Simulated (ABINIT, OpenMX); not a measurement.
KBr: programs and potentials compared

```
Br K
1.0
     0.00000    3.30000    3.30000
     3.30000    0.00000    3.30000
     3.30000    3.30000    0.00000
Br K
1 1
Direct
  0.50000 0.50000 0.50000
  0.00000 0.00000 0.00000
```

Alike in all runs: task band structure; functional PBE; k mesh 7 × 7 × 7; occupations fermi-dirac, width 0.05 eV; no spin polarisation; no spin-orbit coupling. Pressure is positive in compression and, in plane waves, holds the error of the finite cutoff. Gaps are the smaller of the mesh's and the band path's.

| program and potentials | plane-wave cutoff (eV) | notes | band gap (eV) | pressure (GPa) |
| --- | --- | --- | --- | --- |
| OpenMX, OpenMX 2013 PBE set, Br7.0-s3p2d1, K10.0-s3p2, grid cutoff 300 Ry | - | atomic basis | 4.21 | 1.88 |
| OpenMX, OpenMX 2013 PBE set, Br7.0-s3p2d2f1, K10.0-s3p2d2, grid cutoff 300 Ry | - | atomic basis | 4.45 | 0.83 |
| OpenMX, OpenMX 2013 PBE set, Br7.0-s3p2d2, K10.0-s3p2d1, grid cutoff 300 Ry | - | atomic basis | 4.42 | 0.78 |
| ABINIT, JTH PAW PBE v2.0 | 544 | - | 4.43 | 0.74 |
| ABINIT, PseudoDojo NC SR PBE v0.5 standard | 1007 | - | 4.44 | 0.70 |
| ABINIT, SG15 NC PBE v1.2 | 1007 | - | 4.42 | 0.72 |

The band gap spans 4.21 (OpenMX, OpenMX 2013 PBE set, Br7.0-s3p2d1, K10.0-s3p2, grid cutoff 300 Ry) to 4.45 eV (OpenMX, OpenMX 2013 PBE set, Br7.0-s3p2d2f1, K10.0-s3p2d2, grid cutoff 300 Ry). The pressure spans 0.70 (ABINIT, PseudoDojo NC SR PBE v0.5 standard) to 1.88 GPa (OpenMX, OpenMX 2013 PBE set, Br7.0-s3p2d1, K10.0-s3p2, grid cutoff 300 Ry). Spin-orbit coupling, left out here, moves the band edges of heavy atoms. Rows in atomic bases carry the error of their basis and grid, which can be large.

The functional is the same throughout but for its coding, so the spread measures potentials, basis and numerics; runs on potential files found faulty are left out.
